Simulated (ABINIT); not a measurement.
Wanted: the native input for an ABINIT 10.8.3 (patched build) run.

```yaml
Task: band structure
Functional: SCAN
Potentials_or_basis: JTH PAW PBE v2.0
Cutoff: 544 eV
k_mesh: 12 × 12 × 12
Occupations: fermi-dirac, width 0.05 eV
Spin: no spin polarisation
Fine-grid_cutoff: 1088.46 eV
```

Ir:

```xyz
1
Lattice="0.0000 1.9156 1.9156 1.9156 0.0000 1.9156 1.9156 1.9156 0.0000" Properties=species:S:1:pos:R:3 pbc="T T T"
Ir    0.0000    0.0000    0.0000
```

The input as run:

run.abi

```
# Datasets: ground state, then fixed potential
ndtset 2

# Pseudopotentials
pp_dirpath "./"
pseudos "Ir.GGA_PBE-JTH.xml"

# Structure
acell 3*1.0
rprim
     0.0000000000     3.6199593643     3.6199593643
     3.6199593643     0.0000000000     3.6199593643
     3.6199593643     3.6199593643     0.0000000000
ntypat 1
znucl 77
natom 1
typat 1
xred
     0.0000000000     0.0000000000     0.0000000000

# Plane-wave basis
ecut 20.0
pawecutdg 40.0

# Exchange and correlation
ixc -263267
usekden 1
pawxcdev 0

# Bands and occupations
occopt 3
tsmear 0.05 eV

# SCF cycle
nstep 100

# Output
iomode 3
prtwf 0
prteig 0
prtebands 0
enunit 1
prtden1 1
prtkden1 1

# Dataset 1
kptopt1 1
ngkpt1 12 12 12
nshiftk1 1
shiftk1 0.0 0.0 0.0
nband1 12
tolvrs1 1.0e-7

# Dataset 2: bands along G-X-W-K-G-L-U-W-L-K
iscf2 -2
getden2 1
getkden2 1
nband2 16
nbdbuf2 2
tolwfr2 1.0e-12
kptopt2 -9
ndivsm2 6
prteig2 1
kptbounds2
     0.0000000000     0.0000000000     0.0000000000
     0.5000000000     0.0000000000     0.5000000000
     0.5000000000     0.2500000000     0.7500000000
     0.3750000000     0.3750000000     0.7500000000
     0.0000000000     0.0000000000     0.0000000000
     0.5000000000     0.5000000000     0.5000000000
     0.6250000000     0.2500000000     0.6250000000
     0.5000000000     0.2500000000     0.7500000000
     0.5000000000     0.5000000000     0.5000000000
     0.3750000000     0.3750000000     0.7500000000
```

Potentials or basis: JTH PAW PBE v2.0.

The run is started by

```bash
$ abinit run.abi > log 2>&1
```

Results of the run:

```json
{"Pressure": "-8.0 GPa", "Band gap on the k mesh": "none (metal or under the smearing width)", "Valence electrons inside the program's atomic spheres": "Ir 13.63 (radii [1.3286] Å)"}
```

Caveat: the PAW data sets were made with another functional, which shifts forces and pressure a little; spin-orbit coupling is left out, which moves the levels of the heavy elements.

It took 83 s on 1 thread of Arm Neoverse V2, with other jobs on the host, peak memory 0.11 GiB.
